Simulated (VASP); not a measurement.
# BAs (F-43m) in VASP: notebook

One crystal, BAs, is run at these levels: PBE; tasks: G0W0 quasiparticle levels.

All numbers are computed with VASP 6.6.1; they aren't measurements. Logs are shortened: lines on timing, memory, paths and dates and some standing lists are left out, and cuts for length are marked.

## Step 1: Starting point

The structure is cubic, space group F-43m (No. 216). Conventional cell: a = 4.777 Å, b = 4.777 Å, c = 4.777 Å, α = 90.00°, β = 90.00°, γ = 90.00°. As (site symmetry -43m) is surrounded by 4 B at 2.07 Å. B (site symmetry -43m) has 4 As at 2.07 Å as nearest neighbours.

## Step 2: G0W0 quasiparticle levels, PBE

File POSCAR:

```
BAs
1.0
    0.0000000000      2.3885000000      2.3885000000
    2.3885000000      0.0000000000      2.3885000000
    2.3885000000      2.3885000000      0.0000000000
As B
1 1
Direct
    0.7500000000      0.7500000000      0.7500000000
    0.0000000000      0.0000000000      0.0000000000
```

File INCAR.step1:

```
SYSTEM = BAs
ALGO     = Normal         ! electronic algorithm
EDIFF    = 1E-8           ! SCF threshold, eV
ENCUT    = 350            ! plane-wave cutoff, eV
GGA      = PE             ! functional
ISMEAR   = 0              ! smearing method
LASPH    = .True.         ! aspherical terms in the spheres
LCHARG   = .False.        ! write CHGCAR
LREAL    = .False.        ! projectors in reciprocal space
LWAVE    = .True.         ! write WAVECAR
NELM     = 60             ! most SCF steps
PREC     = Accurate       ! precision mode
SIGMA    = 0.01           ! smearing width, eV
```

File INCAR.step2:

```
SYSTEM = BAs
ALGO     = Exact          ! electronic algorithm
EDIFF    = 1E-8           ! SCF threshold, eV
ENCUT    = 350            ! plane-wave cutoff, eV
GGA      = PE             ! functional
ISMEAR   = 0              ! smearing method
ISTART   = 1            
LASPH    = .True.         ! aspherical terms in the spheres
LCHARG   = .False.        ! write CHGCAR
LOPTICS  = .True.         ! frequency-dependent dielectric function
LREAL    = .False.        ! projectors in reciprocal space
LWAVE    = .True.         ! write WAVECAR
NBANDS   = 36             ! bands
NELM     = 1              ! most SCF steps
PREC     = Accurate       ! precision mode
SIGMA    = 0.01           ! smearing width, eV
```

File INCAR.step3:

```
SYSTEM = BAs
ALGO     = EVGW0          ! electronic algorithm
EDIFF    = 1E-8           ! SCF threshold, eV
ENCUT    = 350            ! plane-wave cutoff, eV
ENCUTGW  = 150            ! cutoff of the response function
GGA      = PE             ! functional
ISMEAR   = 0              ! smearing method
ISTART   = 1            
LASPH    = .True.         ! aspherical terms in the spheres
LCHARG   = .False.        ! write CHGCAR
LREAL    = .False.        ! projectors in reciprocal space
LWAVE    = .False.        ! write WAVECAR
NBANDS   = 36             ! bands
NBANDSGW = 12           
NELMGW   = 1            
NOMEGA   = 48             ! frequency points
PREC     = Accurate       ! precision mode
PRECFOCK = Fast         
SIGMA    = 0.01           ! smearing width, eV
```

File KPOINTS:

```
k-points
0
Gamma
  3 3 3
  0 0 0
```

Potentials or basis: VASP PAW PBE potentials, release 64 (As_GW, B_GW).

The run is started by

```console
$ cat potpaw_PBE.64/As_GW/POTCAR potpaw_PBE.64/B_GW/POTCAR > POTCAR
$ cp INCAR.step1 INCAR
$ mpirun -np 1 vasp_std > vasp.out
$ cp INCAR.step2 INCAR
$ mpirun -np 1 vasp_std > vasp.out
$ cp INCAR.step3 INCAR
$ mpirun -np 1 vasp_std > vasp.out
```

OUTCAR:

```text
SYSTEM = BAs
   EDIFF = 1E-8
   ENCUT = 350
   ENCUTGW = 150
   GGA = PE
   ISMEAR = 0
   ISTART = 1
   LASPH = .True.
   LREAL = .False.
   NELMGW = 1
   PREC = Accurate
   PRECFOCK = Fast

 Found      4 irreducible k-points:

 Following reciprocal coordinates:
            Coordinates               Weight
  0.000000  0.000000  0.000000      1.000000
  0.333333  0.000000  0.000000      8.000000
  0.333333  0.333333  0.000000      6.000000
 -0.333333  0.333333  0.000000     12.000000
   k-points           NKPTS =      4   k-points in BZ     NKDIM =     27   number of bands    NBANDS=     36
   number of dos      NEDOS =    301   number of ions     NIONS =      2
   total plane-waves  NPLWV =  13824
   dimension x,y,z NGX =    24 NGY =   24 NGZ =   24
   dimension x,y,z NGXF=    48 NGYF=   48 NGZF=   48
   ions per type =               1   1
   NGX,Y,Z   is equivalent  to a cutoff of  11.81, 11.81, 11.81 a.u.
   NGXF,Y,Z  is equivalent  to a cutoff of  23.62, 23.62, 23.62 a.u.
 SYSTEM =  BAs
   PREC   = accura    normal or accurate (medium, high low for compatibility)
   ISTART =      1    job   : 0-new  1-cont  2-samecut
   ICHARG =      0    charge: 1-file 2-atom 10-const
   ISPIN  =      1    spin polarized calculation?
   LNONCOLLINEAR =      F non collinear calculations
   LSORBIT =      F    spin-orbit coupling
   LASPH  =      T    aspherical Exc in radial PAW
   ENCUT  =  350.0 eV  25.72 Ry    5.07 a.u.   5.15  5.15  5.15*2*pi/ulx,y,z
   NELM   =     60;   NELMIN=  2; NELMDL=  0     # of ELM steps
   EDIFF  = 0.1E-07   stopping-criterion for ELM
   LREAL  =      F    real-space projection
   EDIFFG = 0.1E-06   stopping-criterion for IOM
   NSW    =      0    number of steps for IOM
   IBRION =     -1    ionic relax: 0-MD 1-quasi-New 2-CG
   NFREE  =      0    steps in history (QN), initial steepest desc. (CG)
   ISIF   =      0    stress and relaxation
   ISYM   =      3    0-nonsym 1-usesym 2-fastsym
   POTIM  = 0.5000    time-step for ionic-motion
   TEBEG  =    0.0;   TEEND  =   0.0 temperature during run
   PSTRESS=    0.0 pullay stress
   NELECT =       8.0000    total number of electrons
   NUPDOWN=      -1.0000    fix difference up-down
   EMIN   =  10.00;   EMAX   =-10.00  energy-range for DOS
   EFERMI =   0.00;   METHOD = LEGACY
   ISMEAR =     0;   SIGMA  =   0.01  broadening in eV -4-tet -1-fermi 0-gaus
   EFERMI_NEDOS =   21; number of points for ismear=-14 and -15
   IALGO  =     38    algorithm
   IMIX   =      4    mixing-type and parameters
     AMIX     =   0.40;   BMIX     =  1.00
     AMIX_MAG =   1.60;   BMIX_MAG =  1.00
  volume/ion in A,a.u.               =      13.63        91.95
  Fermi-wavevector in a.u.,A,eV,Ry     =   1.088018  2.056057 16.106360  1.183784
  Thomas-Fermi vector in A             =   2.224191
   LORBIT       =      0    0 simple, 1 ext, 2 COOP (PROOUT), +10 PAW based schemes
   GGA     = PE    functional components
   LHFCALC =     T    Hartree Fock is set to
   PRECFOCK=fast      Normal, Fast or Accurate (Low or Medium for compatibility)
   ENCUT4O =  -1.0   cutoff for four orbital integrals eV
   NKREDX  =     1    reduce k-point grid by
   NKREDY  =     1    reduce k-point grid by
   NKREDZ  =     1    reduce k-point grid by
   AEXX    =    1.0000 exact exchange contribution
   HFSCREEN=    0.0000 screening length (either q_TF or 0.3 A-1)
   HFSCREENC=   0.0000 screening length for correlation (either q_TF or 0.3 A-1)
   ENCUTFOCK=  -1.0 apply spherical cutoff to Coloumb kernel
   IVDW    =     0    specifies the selected vdW correction
   LEPSILON=     F    determine dielectric tensor
   LRPA    =     F    only Hartree local field effects (RPA)
   LRPAFORCE           =     F    calculate RPA forces
   ENCUTGW             = 150.0    cutoff for response function in eV
   ENCUTGWSOFT         = 120.0    soft cutoff for Coulomb kernel in GW response function in eV
   ENCUTLF             =  -1.0    cutoff for local field effects
   NELMGW              =     1    number of iterations in solving QP/BSE equation
   NELMHF              =     1    number of iterations in the inner HF iteration
   NKREDLFX            =     1    NKREDLFY  =   1   NKREDLFZ  =   1
 non-spin polarized calculation
 Gauss-broadening in eV      SIGMA  =   0.01
  energy-cutoff  :      350.00
  volume of cell :       27.25
 maximum number of plane-waves:       419
 NGX is ok and might be reduce to    24
  NGX = 12; NGY = 12; NGZ = 12
   NGX = 11   NGY = 11   NGZ = 11
 maximum number of plane-waves:       117

 QP shifts <psi_nk| G(iteration)W_0 |psi_nk>: iteration 1
 for sc-GW calculations column KS-energies equals QP-energies in previous step
 and V_xc(KS)=  KS-energies - (<T + V_ion + V_H > + <T+V_H+V_ion>^1  + <V_x>^1)

 k-point   1 :       0.0000    0.0000    0.0000
  band No.  KS-energies  QP-energies   sigma(KS)   V_xc(KS)     V^pw_x(r,r')   Z            occupation Imag(sigma)

      1      -9.1658      -9.7463     -12.4340     -11.6440     -19.5359       0.7349       2.0000       1.3264
      2       6.2728       6.0965     -12.8357     -12.6138     -14.7592       0.7946       2.0000       0.0697
      3       6.2728       6.0965     -12.8357     -12.6138     -14.7592       0.7946       2.0000       0.0697
      4       6.2728       6.0965     -12.8357     -12.6138     -14.7592       0.7946       2.0000       0.0697
      5       9.5026      10.1185     -10.5961     -11.3721      -6.3474       0.7938       0.0000      -0.1109
      6       9.5026      10.1185     -10.5961     -11.3721      -6.3474       0.7938       0.0000      -0.1109
      7       9.5026      10.1185     -10.5961     -11.3721      -6.3474       0.7938       0.0000      -0.1109
      8      10.9398      11.8416     -11.4296     -12.6036      -6.1735       0.7681       0.0000      -0.1799
      9      15.8265      15.9862      -8.6083      -8.8107      -2.9262       0.7888       0.0000      -0.3282
     10      19.1547      19.5531      -9.8940     -10.4036      -4.3230       0.7816       0.0000      -0.3244
     11      19.1547      19.5531      -9.8940     -10.4036      -4.3230       0.7816       0.0000      -0.3244
     12      20.5664      20.7763      -8.6994      -8.9571      -2.4337       0.8144       0.0000      -0.7176

 k-point   2 :       0.3333    0.0000    0.0000
  band No.  KS-energies  QP-energies   sigma(KS)   V_xc(KS)     V^pw_x(r,r')   Z            occupation Imag(sigma)

      1      -7.4432      -7.9589     -12.5635     -11.8441     -19.0407       0.7169       2.0000       1.0020
      2      -0.4974      -0.9542     -12.2100     -11.6079     -15.9379       0.7587       2.0000       0.2852
      3       4.7449       4.5117     -12.6396     -12.3437     -14.8966       0.7881       2.0000       0.0908
      4       4.7449       4.5117     -12.6396     -12.3437     -14.8966       0.7881       2.0000       0.0908
      5       9.1089       9.7055     -10.8279     -11.5901      -6.3179       0.7827       0.0000      -0.1175
      6      11.0563      11.6418     -10.4113     -11.1537      -5.7666       0.7887       0.0000      -0.1455
      7      11.0563      11.6418     -10.4113     -11.1537      -5.7666       0.7887       0.0000      -0.1455
      8      14.9429      15.4941     -10.0150     -10.7380      -4.0880       0.7624       0.0000      -0.3127
      9      17.7371      18.0886      -9.1042      -9.5459      -3.2348       0.7959       0.0000      -0.4182
     10      18.2376      18.6339      -9.6160     -10.1139      -3.9603       0.7958       0.0000      -0.3930
     11      18.2376      18.6339      -9.6160     -10.1139      -3.9603       0.7958       0.0000      -0.3930
     12      22.4286      23.0272      -9.8292     -10.6223      -3.1759       0.7549       0.0000      -0.7100

 k-point   3 :       0.3333    0.3333    0.0000
  band No.  KS-energies  QP-energies   sigma(KS)   V_xc(KS)     V^pw_x(r,r')   Z            occupation Imag(sigma)

      1      -6.8215      -7.3583     -12.6097     -11.8847     -18.8100       0.7406       2.0000       0.9235
      2       0.3102      -0.0945     -12.7985     -12.2720     -16.3876       0.7686       2.0000       0.2520
      3       2.7895       2.4472     -12.3357     -11.8947     -15.0925       0.7763       2.0000       0.1252
      4       2.7895       2.4472     -12.3357     -11.8947     -15.0925       0.7763       2.0000       0.1252
      5       7.5070       7.8260      -9.9534     -10.3534      -5.8546       0.7974       0.0000      -0.0897
      6       9.3531       9.6497      -9.5350      -9.9077      -4.9281       0.7959       0.0000      -0.1162
      7      15.3966      16.2135     -11.0257     -12.0876      -5.2823       0.7693       0.0000      -0.3258
      8      15.3966      16.2135     -11.0257     -12.0876      -5.2823       0.7693       0.0000      -0.3258
      9      17.7544      18.4993     -10.7020     -11.6724      -4.4119       0.7677       0.0000      -0.4569
     10      21.8033      22.2800      -9.8547     -10.4634      -3.8832       0.7830       0.0000      -0.5644
     11      22.0297      22.6486      -9.7556     -10.5750      -3.3071       0.7552       0.0000      -0.6681
     12      25.5865      25.9397      -9.2143      -9.6681      -2.5474       0.7783       0.0000      -0.9971

 k-point   4 :      -0.3333    0.3333    0.0000
  band No.  KS-energies  QP-energies   sigma(KS)   V_xc(KS)     V^pw_x(r,r')   Z            occupation Imag(sigma)

      1      -5.3380      -5.7417     -12.7904     -12.2482     -18.4724       0.7445       2.0000       0.7244
      2      -1.6108      -2.1622     -12.7010     -11.9703     -17.1026       0.7545       2.0000       0.4101
      3       0.1573      -0.3238     -11.6226     -11.0021     -14.8096       0.7753       2.0000       0.2102
      4       3.1982       2.8759     -12.4263     -12.0131     -15.0697       0.7799       2.0000       0.1150
      5       8.7109       9.0561      -9.8340     -10.2683      -5.4294       0.7948       0.0000      -0.1041
      6      13.5096      14.2899     -10.6743     -11.6903      -5.1126       0.7681       0.0000      -0.2534
      7      14.3624      15.1377     -10.7102     -11.7085      -5.1335       0.7767       0.0000      -0.2971
      8      15.6005      16.2646     -10.8439     -11.7076      -4.9689       0.7689       0.0000      -0.3537
      9      15.7169      16.1347      -9.8520     -10.3786      -4.5689       0.7931       0.0000      -0.2641
     10      18.3558      18.6941      -9.5618      -9.9829      -4.0988       0.8036       0.0000      -0.3678
     11      23.1181      23.8259     -10.3628     -11.3133      -3.3071       0.7446       0.0000      -0.8490
     12      24.7324      25.0484      -8.8976      -9.3003      -2.4059       0.7846       0.0000      -0.8084
```

Wall time 7.7 s (1 thread of Intel Xeon Platinum 8488C (Sapphire Rapids), shared host); peak memory 0.14 GiB.

The run converged, but some of its settings lie outside the range that counts as converged, so its numbers aren't taken as properties of the crystal.

What came out:

```
Band gap on the k mesh, mean-field level : 1.23 eV, indirect (least direct gap 3.23 eV)
Quasiparticle gap                        : 1.73 eV
Least direct quasiparticle gap           : 4.02 eV
```

Caveat: the k mesh is coarse (spacing up to 0.76 Å⁻¹), so the values aren't converged; bands, screening cutoff and mesh are small and nothing is extrapolated, so the quasiparticle values aren't converged; an odd mesh through Γ misses points on the zone boundary, where band edges often lie.

(Part 1 of 2 ends here.)
